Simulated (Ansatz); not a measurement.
An Ansatz input and the part of its output that reports the observables at the nuclei.

The cell is a structure deposited in the COD whose atoms were relaxed with PBE, the cell held.

```yaml
crystal:
  lattice:
    - [-3.3505, 3.3505, 3.3505]
    - [3.3505, -3.3505, 3.3505]
    - [3.3505, 3.3505, -3.3505]
  atoms:
    - { symbol: Hf, position: [0.25, 0.625, 0.375] }
    - { symbol: Hf, position: [0.375, 0.25, 0.625] }
    - { symbol: Hf, position: [0.75, 0.875, 0.125] }
    - { symbol: Hf, position: [0.125, 0.75, 0.875] }
    - { symbol: Hf, position: [0.625, 0.375, 0.25] }
    - { symbol: Hf, position: [0.875, 0.125, 0.75] }
    - { symbol: "N", position: [0.1355620488, 0.1355620488, 0.1355620488] }
    - { symbol: "N", position: [0.8644379512, 0.5, 0.0] }
    - { symbol: "N", position: [0.5, 0.0, 0.3644379512] }
    - { symbol: "N", position: [0.0, 0.8644379512, 0.5] }
    - { symbol: "N", position: [0.3644379512, 0.5, 0.0] }
    - { symbol: "N", position: [0.6355620488, 0.6355620488, 0.6355620488] }
    - { symbol: "N", position: [0.0, 0.3644379512, 0.5] }
    - { symbol: "N", position: [0.5, 0.0, 0.8644379512] }
kpoints:
  mp_grid: { grid: [6, 6, 6] }
scf:
  occupations: { method: fermi_dirac, width: 0.02 }
hamiltonian:
  xc: lda
  pseudopotentials: { kind: paw }
output:
  forces: true
  stress: true
  populations: true
  efg:
    quadrupole_moments_barn: { Hf: 3.365, "N": 0.02044 }
    contact_densities: true
  write_density: true
  write_potential: true
  elf: true
  volumetric_format: npy
```

```sh
ansatz run input.yaml --threads 4 --pin off --max-ram 8192MiB --backend cpu --events-out ev --progress --plain --runs-dir out
```

Of the output, the block on the nuclei alone is shown; the set-up, the SCF iterations, energies, forces and stress are cut. One atom of each set with nearly equal values is shown.

```
--- PAW observables at the nuclei: V_zz in 10²¹ V/m², potentials from the cell's mean, atoms counted from 1 ---
  atom   1  Hf V_zz =   +26.278484   η = 0.0000   by run symmetry: allowed   C_q = +2138.1577 MHz
            electrostatic potential = -14185.586395 V   contact ρ = 7500162.485735 e/Å³
  atom   7  N  V_zz =    +0.745576   η = 0.0000   by run symmetry: allowed   C_q = +0.3685 MHz
            electrostatic potential = -527.631702 V   contact ρ = 1391.236732 e/Å³
```

Hardware: 4 threads of Arm Neoverse V1 (aarch64; 8 cores open to the job, memory cap 8.0 GiB, no GPU), a shared host with a load of 0.6 a core. Wall time 15 s, CPU time 53 s, peak memory 0.77 GiB.

At this cell the LDA pressure is -12 GPa, so with LDA the cell would shrink if it were relaxed. Without spin–orbit coupling the gradients at and beside Hf can be off by some per cent, at some sites by more. With a gap of 0.9 eV on this mesh, small gradients can still move by 0.1 × 10²¹ V/m² or more as the k-mesh gets denser.
